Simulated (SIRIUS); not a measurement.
# Pd (Fm-3m) in SIRIUS: notebook, part 3 of 3

SIRIUS 7.12.0. The steps go on from the part before.

## 8. Equation of state, AM05, 15.64 Å³/atom (volume scaled by 1.06)

sirius.json reads:

```json
{
  "control": {
    "processing_unit": "cpu",
    "std_evp_solver_name": "lapack",
    "gen_evp_solver_name": "lapack",
    "verbosity": 2,
    "print_forces": false,
    "ortho_rf": true,
    "use_second_variation": true,
    "rmt_max": 3.0,
    "num_bands_to_print": 17,
    "save_wf": true
  },
  "parameters": {
    "electronic_structure_method": "full_potential_lapwlo",
    "xc_functionals": ["XC_GGA_X_AM05", "XC_GGA_C_AM05"],
    "core_relativity": "dirac",
    "valence_relativity": "iora",
    "num_fv_states": 17,
    "smearing": "fermi_dirac",
    "smearing_width": 0.0018374661,
    "pw_cutoff": 20,
    "gk_cutoff": 3.52,
    "lmax_apw": 10,
    "lmax_rho": 8,
    "lmax_pot": 8,
    "num_mag_dims": 0,
    "auto_rmt": 0,
    "ngridk": [12, 12, 12],
    "shiftk": [0, 0, 0],
    "num_dft_iter": 80,
    "energy_tol": 1e-07,
    "density_tol": 1e-05,
    "use_symmetry": true
  },
  "settings": {"tol_ne": 1e-10},
  "iterative_solver": {"type": "exact"},
  "mixer": {"type": "anderson", "beta": 0.5, "max_history": 8},
  "unit_cell": {
    "lattice_vectors": [[0.0, 3.7504947642, 3.7504947642], [3.7504947642, 0.0, 3.7504947642], [3.7504947642, 3.7504947642, 0.0]],
    "atom_types": ["Pd"],
    "atom_files": {"Pd": "Pd.json"},
    "atoms": {"Pd": [[0.0, 0.0, 0.0]]}
  }
}
```

Pd.json reads:

```json
{
  "name": "palladium",
  "symbol": "Pd",
  "number": 46,
  "mass": 106.42,
  "rmin": 1e-06,
  "rmt": 2.5,
  "nrmt": 800,
  "rinf": 14.72,
  "core": "1s2s2p3s3p3d",
  "valence": [
    {"basis": [{"enu": 0.05, "dme": 0, "n": 0, "auto": 0}, {"enu": 0.05, "dme": 1, "n": 0, "auto": 0}]},
    {"l": 0, "n": 1, "basis": [{"enu": 0.15, "dme": 0, "n": 0, "auto": 0}]},
    {"l": 1, "n": 2, "basis": [{"enu": 0.15, "dme": 0, "n": 0, "auto": 0}]},
    {"l": 2, "n": 3, "basis": [{"enu": 0.15, "dme": 0, "n": 0, "auto": 0}]},
    {"l": 3, "n": 4, "basis": [{"enu": 0.15, "dme": 0, "n": 0, "auto": 0}]}
  ],
  "lo": [
    {"l": 0, "basis": [{"enu": 0.15, "dme": 0, "n": 0, "auto": 0}, {"enu": 0.15, "dme": 1, "n": 0, "auto": 0}]},
    {"l": 0, "basis": [{"enu": -2.82, "dme": 0, "n": 4, "auto": 1}, {"enu": -2.82, "dme": 1, "n": 4, "auto": 1}]},
    {"l": 0, "basis": [{"enu": -2.82, "dme": 1, "n": 4, "auto": 1}, {"enu": 0.15, "dme": 0, "n": 0, "auto": 0}]},
    {"l": 0, "basis": [{"enu": 0.15, "dme": 0, "n": 0, "auto": 0}, {"enu": 2.71, "dme": 0, "n": 0, "auto": 0}]},
    {"l": 1, "basis": [{"enu": 0.15, "dme": 0, "n": 0, "auto": 0}, {"enu": 0.15, "dme": 1, "n": 0, "auto": 0}]},
    {
      "l": 1,
      "basis": [{"enu": -1.5749, "dme": 0, "n": 4, "auto": 1}, {"enu": -1.5749, "dme": 1, "n": 4, "auto": 1}]
    },
    {
      "l": 1,
      "basis": [{"enu": -1.5749, "dme": 1, "n": 4, "auto": 1}, {"enu": 0.15, "dme": 0, "n": 0, "auto": 0}]
    },
    {"l": 1, "basis": [{"enu": 0.15, "dme": 0, "n": 0, "auto": 0}, {"enu": 3.094, "dme": 0, "n": 0, "auto": 0}]},
    {"l": 2, "basis": [{"enu": 0.15, "dme": 0, "n": 0, "auto": 0}, {"enu": 0.15, "dme": 1, "n": 0, "auto": 0}]},
    {"l": 2, "basis": [{"enu": 0.15, "dme": 1, "n": 0, "auto": 0}, {"enu": 0.15, "dme": 2, "n": 0, "auto": 0}]},
    {"l": 2, "basis": [{"enu": 0.15, "dme": 0, "n": 0, "auto": 0}, {"enu": 2.646, "dme": 0, "n": 0, "auto": 0}]},
    {"l": 3, "basis": [{"enu": 0.15, "dme": 0, "n": 0, "auto": 0}, {"enu": 0.15, "dme": 1, "n": 0, "auto": 0}]},
    {"l": 3, "basis": [{"enu": 0.15, "dme": 0, "n": 0, "auto": 0}, {"enu": 2.934, "dme": 0, "n": 0, "auto": 0}]}
  ],
  "free_atom": [... radial grid and density of the free atom, the start of the SCF ...]
}
```

sirius_start.json reads:

```json
{
  "control": {
    "processing_unit": "cpu",
    "std_evp_solver_name": "lapack",
    "gen_evp_solver_name": "lapack",
    "verbosity": 1,
    "print_forces": false,
    "ortho_rf": true,
    "use_second_variation": true,
    "rmt_max": 3.0,
    "num_bands_to_print": 17,
    "save_wf": false
  },
  "parameters": {
    "electronic_structure_method": "full_potential_lapwlo",
    "xc_functionals": ["XC_LDA_X", "XC_LDA_C_PW"],
    "core_relativity": "dirac",
    "valence_relativity": "iora",
    "num_fv_states": 17,
    "smearing": "fermi_dirac",
    "smearing_width": 0.0055123983,
    "pw_cutoff": 20,
    "gk_cutoff": 2.82,
    "lmax_apw": 10,
    "lmax_rho": 8,
    "lmax_pot": 8,
    "num_mag_dims": 0,
    "auto_rmt": 0,
    "ngridk": [5, 5, 5],
    "shiftk": [0, 0, 0],
    "num_dft_iter": 30,
    "energy_tol": 0.01,
    "density_tol": 0.05,
    "use_symmetry": true
  },
  "settings": {"tol_ne": 1e-10},
  "iterative_solver": {"type": "exact"},
  "mixer": {"type": "anderson", "beta": 0.5, "max_history": 8},
  "unit_cell": {
    "lattice_vectors": [[0.0, 3.7504947642, 3.7504947642], [3.7504947642, 0.0, 3.7504947642], [3.7504947642, 3.7504947642, 0.0]],
    "atom_types": ["Pd"],
    "atom_files": {"Pd": "Pd.json"},
    "atoms": {"Pd": [[0.0, 0.0, 0.0]]}
  }
}
```

Launch:

```console
> OMP_NUM_THREADS=1 sirius.scf --input=sirius_start.json --output=start.json
> OMP_NUM_THREADS=1 sirius.scf --input=sirius.json --output=output.json --task=1
```

Wall time 23 s (1 thread of Arm Neoverse V2, shared host); peak memory 0.3 GiB.

Results (log left out):

```
Free energy                                       : -137214.0015 eV
Band gap on the k mesh                            : none (metal or under the smearing width)
All electrons inside the program's atomic spheres : Pd 44.79 (radii Pd 2.5 bohr)
```

## 9. Equation of state, AM05

Potentials or basis: all-electron FP-LAPW, apw+lo standard.

No new run: the results of the series are fitted here.

What came out:

```yaml
Equilibrium_volume: 14.44 Å³/atom
Bulk_modulus: 207 GPa
Pressure_derivative_of_the_bulk_modulus: "6.4 (rough: it moves with the points fitted)"
```

Energy against volume, from the lowest point:
| volume (Å³/atom) | energy (meV/atom) |
| --- | --- |
| 13.865 | 16.40 |
| 14.160 | 3.68 |
| 14.455 | 0.00 |
| 14.750 | 4.12 |
| 15.045 | 14.89 |
| 15.340 | 31.01 |
| 15.635 | 52.47 |

Caveat: the basis cutoff falls short for Ag, Pd and Pb here, so volumes come out up to a per cent or two small and moduli rough.
